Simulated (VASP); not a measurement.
V: single point with PBEsol

Crystal: V.

```
V
1.0
     2.77006    0.00000    0.00000
    -1.38503    2.39894    0.00000
     0.00000    0.00000    8.93397
V
4
Direct
  0.00000 0.00000 0.00000
  0.00000 0.00000 0.50000
  0.33333 0.66667 0.75000
  0.66667 0.33333 0.25000
```

The cell was built by a generator and needn't be a form met in nature.

```yaml
Program: VASP 6.6.1
Task: single point
Functional: PBEsol
Potentials_or_basis: VASP PAW PBE potentials, release 64 (V_sv)
Cutoff: 520 eV
k_mesh: 9 × 9 × 2
Occupations: gaussian, width 0.1 eV
Spin: collinear spin, typed start
Starting_moments: "[2.0, 2.0, 2.0, 2.0] μB"
Dipole_correction: no
Further_INCAR_settings: ALGO = Normal; EDIFF = 1e-07; NBANDS = 38
```

```json
{
  "Pressure": "-16.4 GPa",
  "Band gap on the k mesh": "none (metal or under the smearing width)",
  "Net moment": "0.00 μB per cell",
  "Valence electrons inside the program's atomic spheres": "V 11.50, 11.51"
}
```

Stress tensor (GPa, compression positive):
```
-17.79   0.00   0.00
  0.00 -17.79   0.00
  0.00   0.00 -13.61
```

Levels at points of the mesh, in eV from the Fermi level:
Spin up:
```
           k point  band 22  band 23  band 24  band 25  band 26  band 27  band 28  band 29  band 30  band 31
(0.00, 0.00, 0.00)    -0.44     0.03     0.03     0.05     0.05     0.25     0.43     0.43     0.47     0.47
(0.00, 0.00, 0.50)    -0.10    -0.01    -0.01     0.14     0.14     0.14     0.14     0.31     0.31     0.31
```
Spin down:
| k point | band 23 | band 24 | band 25 | band 26 | band 27 | band 28 | band 29 | band 30 |
| --- | --- | --- | --- | --- | --- | --- | --- | --- |
| (0.00, 0.00, 0.00) | 0.03 | 0.03 | 0.05 | 0.05 | 0.25 | 0.43 | 0.43 | 0.47 |
| (0.00, 0.00, 0.50) | -0.01 | -0.01 | 0.14 | 0.14 | 0.14 | 0.14 | 0.31 | 0.31 |

It took 2.3 min on 1 thread of Intel(R) Xeon(R) Platinum 8488C (Sapphire Rapids) (shared host), peak memory 0.26 GiB.

Caveat: so large a pressure means that the cell lies far from this level's equilibrium, or that cutoff or potentials fall short; the potentials were made for another functional, which shifts forces and pressure.
